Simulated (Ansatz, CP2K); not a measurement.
**Cs2AgBiBr6: changing the dispersion correction**

The cell as given:

```xyz
10
Lattice="0.0000 5.6161 5.6161 5.6161 0.0000 5.6161 5.6161 5.6161 0.0000" Properties=species:S:1:pos:R:3 pbc="T T T"
Bi    0.0000    0.0000    0.0000
Cs    8.4242    8.4242    8.4242
Cs    2.8081    2.8081    2.8081
Ag    5.6161    5.6161    5.6161
Br    5.6161    5.6161    8.4180
Br    5.6161    5.6161    2.8142
Br    2.8142    5.6161    5.6161
Br    5.6161    8.4180    5.6161
Br    8.4180    5.6161    5.6161
Br    5.6161    2.8142    5.6161
```

The cell comes from a database or a generator and needn't be the form met in nature.

Kept alike: task relaxation of cell and atoms; functional PBEsol; k mesh 4 × 4 × 4; occupations fermi-dirac, width 0.05 eV; no spin polarisation. Program: Ansatz, Ansatz PAW, cutoff 420 eV. The mesh is that of the run's cell of 10 atoms. No spin-orbit coupling.

```csv
dispersion correction,band gap (eV),volume (Å³/atom)
D3(BJ),1.023,33.605
D3(BJ)-ATM,1.030,33.743
D4,1.055,34.212
none,1.095,35.005
```

Spin-orbit coupling, left out here, moves the band edges of heavy atoms and can close or invert small gaps. Gaps hold for each row's own relaxed cell. The relaxations keep at least the cell's symmetry (Fm-3m). Relaxations stop with a little pressure left, so the last digits of a volume or edge aren't settled. A gap read on the mesh alone can miss an edge between its points. All rows use potentials made for PBE.

Q: What does the dispersion correction change here?

A: The band gap runs from 1.023 (D3(BJ)) to 1.095 eV (none). The volume runs from 33.605 (D3(BJ)) to 35.005 Å³/atom (none). Against no correction: D3(BJ) -4.0 %; D3(BJ)-ATM -3.6 %; D4 -2.3 %. Dispersion terms mostly attract and so lower the volume; the schemes' coefficients and damping set how far. A twin series (CP2K, POTENTIAL_UZH Bi GTH-PBE-q5, Cs GTH-PBE-q9, Ag GTH-PBE-q11, Br GTH-PBE-q7; TZVP-MOLOPT-PBE-GTH basis) moves it by +1.3773 between D3(BJ) and none, against +1.3997 Å³/atom here.
